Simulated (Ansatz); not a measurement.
**ZrN: from λ and ω_log to T_c (computed with Ansatz 0.2.0)**

Space group Fm-3m (No. 225), 2 atoms in the cell of the first input below: a = 3.249 Å, b = 3.249 Å, c = 3.249 Å, α = 60.00°, β = 60.00°, γ = 60.00°.

The cell was built from a prototype of a structure type listed for this compound, relaxed without spin–orbit coupling to zero pressure (pressure 0.0 GPa with this functional, without spin–orbit coupling). Functional: PBE.

Input:

```yaml
crystal:
  lattice:
    - [0.0, 2.2970885462, 2.2970885462]
    - [2.2970885462, 0.0, 2.2970885462]
    - [2.2970885462, 2.2970885462, 0.0]
  atoms:
    - { symbol: Zr, position: [0.5, 0.5, 0.5] }
    - { symbol: "N", position: [0.0, 0.0, 0.0] }
basis:
  ecutwfc: 420
  ecutrho_ratio: 4
kpoints:
  mp_grid: { grid: [12, 12, 12] }
hamiltonian:
  xc: pbe
scf:
  occupations: { method: methfessel_paxton, width: 0.2 }
output: {}
phonons:
  supercell: [2, 2, 2]
  qpath:
    path:
      - [[0.0, 0.0, 0.0], [0.5, 0.0, 0.5], [0.625, 0.25, 0.625]]
      - [[0.375, 0.375, 0.75], [0.0, 0.0, 0.0], [0.5, 0.5, 0.5], [0.5, 0.25, 0.75], [0.5, 0.0, 0.5]]
    npoints: 6
  electrical_resistivity: { mesh: [24, 24, 24], temperatures: [50, 100, 200, 300, 500] }
  superconductivity: { mesh: [24, 24, 24], eliashberg_equations: false }
```

```bash
ansatz run input.yaml --threads 8 --pin off --max-ram 15360MiB --backend cpu --events-out ev --progress --plain --runs-dir out
```

Time: 42 s on 8 threads of Arm Neoverse V1, with other jobs on the host, peak memory 1.4 GiB.

On the finest mesh λ = 0.6184, ω_log = 34.651 meV, N(E_F) = 0.340 states per eV, spin and cell. λ by mesh: 24×24×24 0.618, 12×12×12 0.615, 6×6×6 0.582.

Question: What T_c does McMillan's formula in the Allen–Dynes form give for μ* = 0.10?

Answer: T_c = (ω_log/1.2) exp[−1.04(1+λ)/(λ − μ*(1+0.62λ))] = (402.11 K/1.2) × exp(−1.6831/0.4801) = 10.06 K. By mesh, finest first, the same formula gives 10.06, 10.00, 8.41 K.

| μ* | McMillan (K) | Allen–Dynes with strong-coupling factors (K) |
| --- | --- | --- |
| 0.08 | 12.17 | 12.60 |
| 0.10 | 10.06 | 10.38 |
| 0.12 | 8.12 | 8.35 |
| 0.13 | 7.22 | 7.42 |
| 0.14 | 6.37 | 6.54 |
| 0.16 | 4.83 | 4.95 |
| 0.20 | 2.43 | 2.48 |

Caveats: small supercell, couplings not converged in it; with so small a supercell and a typed μ*, T_c can miss a measured one by a factor of two or more.

ZrN comes out as a phonon-mediated superconductor of moderate coupling. Its T_c depends strongly on μ* because the Coulomb term cancels part of an already modest attraction inside an exponential: raising μ* from 0.08 to 0.20 lowers the McMillan value from 12.17 to 2.43 K. The same leverage turns the small rise in λ from the coarsest to the middle mesh into a clear rise in T_c, while the last refinement changes little. The strong-coupling factors add only slightly throughout, as expected at this λ.

Compared with the isostructural group 4 carbides, the nitride has one more valence electron per formula unit, which enters metal d states above the filled, mainly N 2p bonding bands. These d carriers probably provide most of the coupling, while the stiff metal–nitrogen bonds and light nitrogen help keep the phonon scale high. The result near μ* = 0.10 is close to the known transition temperature, but this agreement doesn't test λ independently, since an error in it could be offset by the choice of μ*.
